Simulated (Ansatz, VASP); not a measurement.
Two plane-wave programs on Be

```
Be
1.0
    -1.20317    1.21478    1.20737
     1.22823   -1.21478    1.23243
     1.20317    1.21478   -1.20737
Be
1
Direct
  0.00000 0.00000 0.00000
```

Alike in both runs: task single point; functional PBEsol; k mesh 20 × 20 × 20; occupations gaussian, width 0.1 eV; no spin polarisation.

|  | VASP | Ansatz |
| --- | --- | --- |
| version | VASP 6.6.1 | Ansatz 0.2.0 |
| potentials or method | VASP PAW PBE potentials, release 64 (Be) | scalar-relativistic, plane waves, PAW |
| plane-wave cutoff (eV) | 520 | 420 |
| valence electrons in the cell | 2 | 2 |

|  | VASP | Ansatz | Ansatz less VASP |
| --- | --- | --- | --- |
| gap on the k mesh at the Fermi level (eV) | none | none | - |
| pressure (GPa) | 10.7 | 10.3 | -0.46 |
| largest component of the traceless stress (GPa) | 4.89 | 4.88 | -0.010 |

A gap of «none» marks a metal or a gap that the smearing closes.

Caveats: the PAW data sets were made with another functional, which shifts forces and pressure a little (VASP).
